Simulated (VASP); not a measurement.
# ZrN (Fm-3m) in VASP: further runs

Aim: see how the results for ZrN move with the level of theory and the settings. Levels: PBEsol, RPBE, revPBE, BLYP, PW91. Tasks: band structure.

Program: VASP 6.6.1. These are calculated values, not measurements. Logs are shortened: lines on timing, memory, paths and dates and some standing lists are left out, and cuts for length are marked.

## 1. The structure

Symmetry: Fm-3m, No. 225, cubic system. Conventional cell: a = 4.600 Å, b = 4.600 Å, c = 4.600 Å, α = 90.00°, β = 90.00°, γ = 90.00°. Around Zr (site symmetry m-3m) lie 6 N at 2.30 Å. N (site symmetry m-3m) has 6 Zr at 2.30 Å as nearest neighbours.

## 2. Band structure, PBEsol, spin-orbit coupling, no magnetisation

File POSCAR:

```
ZrN
1.0
    0.0000000000      2.3000000000      2.3000000000
    2.3000000000      0.0000000000      2.3000000000
    2.3000000000      2.3000000000      0.0000000000
Zr N
1 1
Direct
    0.5000000000      0.5000000000      0.5000000000
    0.0000000000      0.0000000000      0.0000000000
```

File INCAR.step1:

```
ALGO = Normal
EDIFF = 1E-7
ENCUT = 520
GGA = PS
GGA_COMPAT = F
ISIF = 2
ISMEAR = -1
LASPH = T
LCHARG = T
LMAXMIX = 4
LORBIT = 11
LREAL = F
LSORBIT = T
LWAVE = F
MAGMOM = 0 0 0 0 0 0
NBANDS = 29
NELM = 100
PREC = Accurate
SIGMA = 0.05
```

File KPOINTS.step1:

```
k-points
0
Gamma
  7 7 7
```

File INCAR.step2:

```
ALGO = Normal
EDIFF = 1E-7
ENCUT = 520
GGA = PS
GGA_COMPAT = F
ICHARG = 11
ISIF = 2
ISMEAR = 0
LASPH = T
LCHARG = F
LMAXMIX = 4
LORBIT = 11
LREAL = F
LSORBIT = T
LWAVE = F
MAGMOM = 0 0 0 0 0 0
NBANDS = 29
NELM = 100
PREC = Accurate
SIGMA = 0.05
```

File KPOINTS.step2:

```
path GXWKGLUWLK,UX
20
line-mode
reciprocal
 0.0000000000  0.0000000000  0.0000000000  G
 0.5000000000  0.0000000000  0.5000000000  X

 0.5000000000  0.0000000000  0.5000000000  X
 0.5000000000  0.2500000000  0.7500000000  W

 0.5000000000  0.2500000000  0.7500000000  W
 0.3750000000  0.3750000000  0.7500000000  K

 0.3750000000  0.3750000000  0.7500000000  K
 0.0000000000  0.0000000000  0.0000000000  G

 0.0000000000  0.0000000000  0.0000000000  G
 0.5000000000  0.5000000000  0.5000000000  L

 0.5000000000  0.5000000000  0.5000000000  L
 0.6250000000  0.2500000000  0.6250000000  U

 0.6250000000  0.2500000000  0.6250000000  U
 0.5000000000  0.2500000000  0.7500000000  W

 0.5000000000  0.2500000000  0.7500000000  W
 0.5000000000  0.5000000000  0.5000000000  L

 0.5000000000  0.5000000000  0.5000000000  L
 0.3750000000  0.3750000000  0.7500000000  K

 0.6250000000  0.2500000000  0.6250000000  U
 0.5000000000  0.0000000000  0.5000000000  X
```

Potentials or basis: VASP PAW PBE potentials, release 64 (Zr_sv, N).

Started as:

```
$ cat potpaw_PBE.64/Zr_sv/POTCAR potpaw_PBE.64/N/POTCAR > POTCAR
$ cp INCAR.step1 INCAR
$ cp KPOINTS.step1 KPOINTS
$ mpirun -np 1 vasp_ncl > vasp.out
$ cp INCAR.step2 INCAR
$ cp KPOINTS.step2 KPOINTS
$ mpirun -np 1 vasp_ncl > vasp.out
```

OUTCAR:

```text
EDIFF = 1E-7
   ENCUT = 520
   GGA = PS
   ICHARG = 11
   ISIF = 2
   ISMEAR = 0
   LASPH = T
   LORBIT = 11
   LREAL = F
   LSORBIT = T
   NELM = 100
   PREC = Accurate

 ion  position               nearest neighbor table
   1  0.500  0.500  0.500-   2 2.30   2 2.30   2 2.30   2 2.30   2 2.30   2 2.30
   2  0.000  0.000  0.000-   1 2.30   1 2.30   1 2.30   1 2.30   1 2.30   1 2.30

  LATTYP: Found a face centered cubic cell.
 ALAT       =     4.6000000000

  Lattice vectors:

 A1 = (   0.0000000000,   2.3000000000,   2.3000000000)
 A2 = (   2.3000000000,   0.0000000000,   2.3000000000)
 A3 = (   2.3000000000,   2.3000000000,   0.0000000000)

Analysis of symmetry for initial positions (statically):
=====================================================================
 Subroutine PRICEL returns:
 Original cell was already a primitive cell.

 Routine SETGRP: Setting up the symmetry group for a
 face centered cubic supercell.

 Subroutine GETGRP returns: Found 48 space group operations
 (whereof 48 operations were pure point group operations)
 out of a pool of 48 trial point group operations.

The static configuration has the point symmetry O_h .

Analysis of symmetry for dynamics (positions and initial velocities):
=====================================================================
 Subroutine PRICEL returns:
 Original cell was already a primitive cell.

 Routine SETGRP: Setting up the symmetry group for a
 face centered cubic supercell.

 Subroutine GETGRP returns: Found 48 space group operations
 (whereof 48 operations were pure point group operations)
 out of a pool of 48 trial point group operations.

The dynamic configuration has the point symmetry O_h .

Analysis of structural, dynamic, and magnetic symmetry:
=====================================================================
 Subroutine PRICEL returns:
 Original cell was already a primitive cell.

 Routine SETGRP: Setting up the symmetry group for a
 face centered cubic supercell.

 Subroutine GETGRP returns: Found 48 space group operations
 (whereof 48 operations were pure point group operations)
[... 926 lines left out ...]
  Total        0.6514076      0.6514076      0.6514076     -0.0000000     -0.0000000      0.0000000
  in kB       42.8893951     42.8893951     42.8893951     -0.0000000     -0.0000000      0.0000000
  external PRESSURE =      42.8893951 kB  Pullay stress =       0.0000000 kB

 VOLUME and BASIS-vectors are now :
 -----------------------------------------------------------------------------
  energy-cutoff  :      520.00
  volume of cell :       24.33
      direct lattice vectors                 reciprocal lattice vectors
     0.000000000  2.300000000  2.300000000    -0.217391304  0.217391304  0.217391304
     2.300000000  0.000000000  2.300000000     0.217391304 -0.217391304  0.217391304
     2.300000000  2.300000000  0.000000000     0.217391304  0.217391304 -0.217391304

 POSITION                                       TOTAL-FORCE (eV/Angst)
 -----------------------------------------------------------------------------------
      2.30000      2.30000      2.30000        -0.000000      0.000000      0.000000
      0.00000      0.00000      0.00000         0.000000      0.000000      0.000000
 -----------------------------------------------------------------------------------
    total drift:                               -0.000000     -0.000000     -0.000000

  FREE ENERGIE OF THE ION-ELECTRON SYSTEM (eV)
  ---------------------------------------------------
  free  energy   TOTEN  =       -20.7584617308 eV

  energy  without entropy=      -20.7571105462  energy(sigma->0) =      -20.75778614

 Spin-Orbit-Coupling matrix elements

 Ion:    1  E_soc:     -0.1381196
 l=   1
     0.0000000    -0.0223298    -0.0223298
    -0.0223298     0.0000000    -0.0223298
    -0.0223298    -0.0223298     0.0000000
 l=   2
     0.0000000    -0.0002493     0.0000000    -0.0002493    -0.0004408
    -0.0002493     0.0000000    -0.0003306    -0.0002493    -0.0001102
     0.0000000    -0.0003306     0.0000000    -0.0003306     0.0000000
    -0.0002493    -0.0002493    -0.0003306     0.0000000    -0.0001102
    -0.0004408    -0.0001102     0.0000000    -0.0001102     0.0000000
 l=   3
     0.0000000     0.0000000     0.0000000     0.0000000     0.0000000     0.0000000     0.0000000
     0.0000000     0.0000000     0.0000000     0.0000000     0.0000000     0.0000000     0.0000000
     0.0000000     0.0000000     0.0000000     0.0000000     0.0000000     0.0000000     0.0000000
     0.0000000     0.0000000     0.0000000     0.0000000     0.0000000     0.0000000     0.0000000
     0.0000000     0.0000000     0.0000000     0.0000000     0.0000000     0.0000000     0.0000000
     0.0000000     0.0000000     0.0000000     0.0000000     0.0000000     0.0000000     0.0000000
     0.0000000     0.0000000     0.0000000     0.0000000     0.0000000     0.0000000     0.0000000

 Ion:    2  E_soc:     -0.0001750
 l=   1
     0.0000000    -0.0000292    -0.0000292
    -0.0000292     0.0000000    -0.0000292
    -0.0000292    -0.0000292     0.0000000
 l=   2
     0.0000000     0.0000000     0.0000000     0.0000000     0.0000000
     0.0000000     0.0000000     0.0000000     0.0000000     0.0000000
     0.0000000     0.0000000     0.0000000     0.0000000     0.0000000
     0.0000000     0.0000000     0.0000000     0.0000000     0.0000000
     0.0000000     0.0000000     0.0000000     0.0000000     0.0000000
 l=   3
     0.0000000     0.0000000     0.0000000     0.0000000     0.0000000     0.0000000     0.0000000
     0.0000000     0.0000000     0.0000000     0.0000000     0.0000000     0.0000000     0.0000000
     0.0000000     0.0000000     0.0000000     0.0000000     0.0000000     0.0000000     0.0000000
     0.0000000     0.0000000     0.0000000     0.0000000     0.0000000     0.0000000     0.0000000
     0.0000000     0.0000000     0.0000000     0.0000000     0.0000000     0.0000000     0.0000000
     0.0000000     0.0000000     0.0000000     0.0000000     0.0000000     0.0000000     0.0000000
     0.0000000     0.0000000     0.0000000     0.0000000     0.0000000     0.0000000     0.0000000

 total charge

# of ion       s       p       d       tot
------------------------------------------
    1        2.130   6.059   1.547   9.736
    2        1.221   2.545   0.000   3.766
--------------------------------------------------
tot          3.352   8.604   1.547  13.502

 magnetization (x)

# of ion       s       p       d       tot
------------------------------------------
    1       -0.000  -0.000   0.000  -0.000
    2        0.000   0.000   0.000   0.000
--------------------------------------------------
tot         -0.000   0.000   0.000   0.000

 magnetization (y)

# of ion       s       p       d       tot
------------------------------------------
    1       -0.000  -0.000   0.000  -0.000
    2       -0.000   0.000   0.000   0.000
--------------------------------------------------
tot         -0.000   0.000   0.000   0.000

 magnetization (z)

# of ion       s       p       d       tot
------------------------------------------
    1        0.000  -0.000   0.000   0.000
    2       -0.000   0.000   0.000  -0.000
--------------------------------------------------
tot          0.000  -0.000   0.000   0.000
```

It took 90 s on 1 thread of Intel Xeon 6975P-C (Granite Rapids), shared host; peak memory 0.33 GiB.

Caveat: the log is that of the step along the path at fixed density, whose energy, stress, charges and moments have no meaning; the PAW data sets were made with another functional, which shifts forces and pressure a little.

## 3. Band structure, RPBE

POSCAR is that of step 2.

File INCAR.step1:

```
PREC = Accurate
ENCUT = 520
EDIFF = 1E-6
ISMEAR = -1
SIGMA = 0.05
LREAL = F
LASPH = T
NELM = 60
ALGO = Normal
ISIF = 2
LWAVE = F
LCHARG = T
LMAXMIX = 4
GGA = RP
NBANDS = 16
```

File KPOINTS.step1:

```
Automatic mesh
0
Gamma
  10 10 10
```

File INCAR.step2:

```
PREC = Accurate
ENCUT = 520
EDIFF = 1E-6
ISMEAR = 0
SIGMA = 0.05
LREAL = F
LASPH = T
NELM = 60
ALGO = Normal
ISIF = 2
LWAVE = F
LCHARG = F
LMAXMIX = 4
GGA = RP
NBANDS = 16
ICHARG = 11
```

KPOINTS.step2, as its differences from that of step 2:

```diff
@@ -1,3 +1,3 @@
 path GXWKGLUWLK,UX
-20
+15
 line-mode
```

Potentials or basis: VASP PAW PBE potentials, release 64 (Zr_sv, N).

Started as:

```
$ cat potpaw_PBE.64/Zr_sv/POTCAR potpaw_PBE.64/N/POTCAR > POTCAR
$ cp INCAR.step1 INCAR
$ cp KPOINTS.step1 KPOINTS
$ mpirun -np 1 vasp_std > vasp.out
$ cp INCAR.step2 INCAR
$ cp KPOINTS.step2 KPOINTS
$ mpirun -np 1 vasp_std > vasp.out
```

OUTCAR:

```text
PREC = Accurate
   ENCUT = 520
   EDIFF = 1E-6
   ISMEAR = 0
   LREAL = F
   LASPH = T
   NELM = 60
   ISIF = 2
   GGA = RP
   ICHARG = 11

 ion  position               nearest neighbor table
   1  0.500  0.500  0.500-   2 2.30   2 2.30   2 2.30   2 2.30   2 2.30   2 2.30
   2  0.000  0.000  0.000-   1 2.30   1 2.30   1 2.30   1 2.30   1 2.30   1 2.30

  LATTYP: Found a face centered cubic cell.
 ALAT       =     4.6000000000

  Lattice vectors:

 A1 = (   0.0000000000,   2.3000000000,   2.3000000000)
 A2 = (   2.3000000000,   0.0000000000,   2.3000000000)
 A3 = (   2.3000000000,   2.3000000000,   0.0000000000)

Analysis of symmetry for initial positions (statically):
=====================================================================
 Subroutine PRICEL returns:
 Original cell was already a primitive cell.

 Routine SETGRP: Setting up the symmetry group for a
 face centered cubic supercell.

 Subroutine GETGRP returns: Found 48 space group operations
 (whereof 48 operations were pure point group operations)
 out of a pool of 48 trial point group operations.

The static configuration has the point symmetry O_h .

Analysis of symmetry for dynamics (positions and initial velocities):
=====================================================================
 Subroutine PRICEL returns:
 Original cell was already a primitive cell.

 Routine SETGRP: Setting up the symmetry group for a
 face centered cubic supercell.

 Subroutine GETGRP returns: Found 48 space group operations
 (whereof 48 operations were pure point group operations)
 out of a pool of 48 trial point group operations.

The dynamic configuration has the point symmetry O_h .

 Subroutine INISYM returns: Found 48 space group operations
 (whereof 48 operations are pure point group operations),
 and found     1 'primitive' translations

[... 104 lines left out ...]
   EFERMI_NEDOS =   21; number of points for ismear=-14 and -15
   IALGO  =     38    algorithm
   IMIX   =      4    mixing-type and parameters
     AMIX     =   0.40;   BMIX     =  1.00
     AMIX_MAG =   1.60;   BMIX_MAG =  1.00
  volume/ion in A,a.u.               =      12.17        82.11
  Fermi-wavevector in a.u.,A,eV,Ry     =   1.452624  2.745062 28.709889  2.110117
  Thomas-Fermi vector in A             =   2.569985
   LORBIT       =      0    0 simple, 1 ext, 2 COOP (PROOUT), +10 PAW based schemes
   GGA     = RP    functional components
   LHFCALC =     F    Hartree Fock is set to
   AEXX    =    0.0000 exact exchange contribution
   IVDW    =     0    specifies the selected vdW correction
   LEPSILON=     F    determine dielectric tensor
   LRPA    =     F    only Hartree local field effects (RPA)
 non-spin polarized calculation
 Gauss-broadening in eV      SIGMA  =   0.05
  energy-cutoff  :      520.00
  volume of cell :       24.33
 maximum number of plane-waves:       670

 number of electron      16.9999998 magnetization

 Free energy of the ion-electron system (eV)
  ---------------------------------------------------
  ext. energy  EPLUGINS =         0.00000000
  ---------------------------------------------------
  free energy    TOTEN  =       -18.54480315 eV

  energy without entropy =      -18.54310841  energy(sigma->0) =      -18.54395578

 E-fermi :  11.6792     XC(G=0): -12.3638

 val. band max:       11.6775672463   @ k =   0.0357   0.0000   0.0357
 cond. band min:      11.6868352894   @ k =   0.0268   0.0268   0.0536
 fundamental gap:      0.0092680431
 Fermi energy:        11.6792016326

 k-point     1 :       0.0000    0.0000    0.0000
  band No.  band energies     occupation
      1     -37.7043      2.00000
      2     -15.3350      2.00000
      3     -15.3350      2.00000
      4     -15.3350      2.00000
      5      -4.3649      2.00000
      6       9.2888      2.00000
[... 433 lines left out ...]
      3     -15.7834      2.00000
      4     -15.7148      2.00000
      5      -3.4968      2.00000
      6       7.2504      2.00000
[... 8 lines left out ...]
     15      22.3709      0.00000
     16      25.8037      0.00000

 [... further k-points ...]

------------------------ aborting loop because EDIFF is reached ----------------------------------------

  FORCE on cell =-STRESS in cart. coord.  units (eV):
  Direction    XX          YY          ZZ          XY          YZ          ZX
  --------------------------------------------------------------------------------------
  -------------------------------------------------------------------------------------
  Total        2.2833725      2.2833725      2.2833725     -0.0000000      0.0000000      0.0000000
  in kB      150.3397542    150.3397542    150.3397542     -0.0000000      0.0000000      0.0000000
  external PRESSURE =     150.3397542 kB  Pullay stress =       0.0000000 kB

 VOLUME and BASIS-vectors are now :
 -----------------------------------------------------------------------------
  energy-cutoff  :      520.00
  volume of cell :       24.33
      direct lattice vectors                 reciprocal lattice vectors
     0.000000000  2.300000000  2.300000000    -0.217391304  0.217391304  0.217391304
     2.300000000  0.000000000  2.300000000     0.217391304 -0.217391304  0.217391304
     2.300000000  2.300000000  0.000000000     0.217391304  0.217391304 -0.217391304

 POSITION                                       TOTAL-FORCE (eV/Angst)
 -----------------------------------------------------------------------------------
      2.30000      2.30000      2.30000         0.000000      0.000000      0.000000
      0.00000      0.00000      0.00000        -0.000000     -0.000000     -0.000000
 -----------------------------------------------------------------------------------
    total drift:                                0.000000     -0.000000      0.000000

  FREE ENERGIE OF THE ION-ELECTRON SYSTEM (eV)
  ---------------------------------------------------
  free  energy   TOTEN  =       -18.5448031529 eV

  energy  without entropy=      -18.5431084135  energy(sigma->0) =      -18.54395578
```

OUTCAR.step1:

```text
PREC = Accurate
   ENCUT = 520
   EDIFF = 1E-6
   ISMEAR = -1
   LREAL = F
[... 678 lines left out ...]
      2.30000      2.30000      2.30000         0.000000      0.000000      0.000000
      0.00000      0.00000      0.00000        -0.000000     -0.000000     -0.000000
 -----------------------------------------------------------------------------------
    total drift:                                0.000000     -0.000000      0.000000

  FREE ENERGIE OF THE ION-ELECTRON SYSTEM (eV)
  ---------------------------------------------------
  free  energy   TOTEN  =       -19.3947885613 eV

  energy  without entropy=      -19.3883651012  energy(sigma->0) =      -19.39157683
```

Wall time 18 s (1 thread of Intel Xeon 6975P-C (Granite Rapids), shared host); peak memory 0.17 GiB.

What came out:

| Item | Value |
| --- | --- |
| Band gap along the path | none (metal or under the smearing width) |

Levels at the corners of the path, in eV from the Fermi level:
| point | band 6 | band 7 | band 8 | band 9 | band 10 | band 11 | band 12 | band 13 |
| --- | --- | --- | --- | --- | --- | --- | --- | --- |
| Γ | -2.70 | -2.70 | -2.70 | -0.42 | -0.42 | -0.42 | 1.52 | 1.52 |
| X | -4.62 | -3.47 | -3.21 | -3.21 | 3.28 | 4.42 | 4.42 | 4.79 |
| X | -4.62 | -3.47 | -3.21 | -3.21 | 3.28 | 4.42 | 4.42 | 4.79 |
| W | -5.44 | -4.78 | -4.78 | 0.97 | 0.97 | 4.43 | 4.47 | 5.80 |
| W | -5.44 | -4.78 | -4.78 | 0.97 | 0.97 | 4.43 | 4.47 | 5.80 |
| K | -5.52 | -4.79 | -4.48 | -0.74 | 3.32 | 3.58 | 5.02 | 5.62 |
| K | -5.52 | -4.79 | -4.48 | -0.74 | 3.32 | 3.58 | 5.02 | 5.62 |
| Γ | -2.70 | -2.70 | -2.70 | -0.42 | -0.42 | -0.42 | 1.52 | 1.52 |
| Γ | -2.70 | -2.70 | -2.70 | -0.42 | -0.42 | -0.42 | 1.52 | 1.52 |
| L | -7.65 | -5.69 | -5.69 | 2.94 | 3.00 | 3.00 | 4.66 | 7.57 |
| L | -7.65 | -5.69 | -5.69 | 2.94 | 3.00 | 3.00 | 4.66 | 7.57 |
| U | -5.52 | -4.79 | -4.48 | -0.74 | 3.32 | 3.58 | 5.02 | 5.62 |
| U | -5.52 | -4.79 | -4.48 | -0.74 | 3.32 | 3.58 | 5.02 | 5.62 |
| W | -5.44 | -4.78 | -4.78 | 0.97 | 0.97 | 4.43 | 4.47 | 5.80 |
| W | -5.44 | -4.78 | -4.78 | 0.97 | 0.97 | 4.43 | 4.47 | 5.80 |
| L | -7.65 | -5.69 | -5.69 | 2.94 | 3.00 | 3.00 | 4.66 | 7.57 |
| L | -7.65 | -5.69 | -5.69 | 2.94 | 3.00 | 3.00 | 4.66 | 7.57 |
| K | -5.52 | -4.79 | -4.48 | -0.74 | 3.32 | 3.58 | 5.02 | 5.62 |
| U | -5.52 | -4.79 | -4.48 | -0.74 | 3.32 | 3.58 | 5.02 | 5.62 |
| X | -4.62 | -3.47 | -3.21 | -3.21 | 3.28 | 4.42 | 4.42 | 4.79 |

Caveat: the log is that of the step along the path at fixed density, whose energy, stress, charges and moments have no meaning; the PAW data sets were made with another functional, which shifts forces and pressure a little.

[end of part 1 of 3]
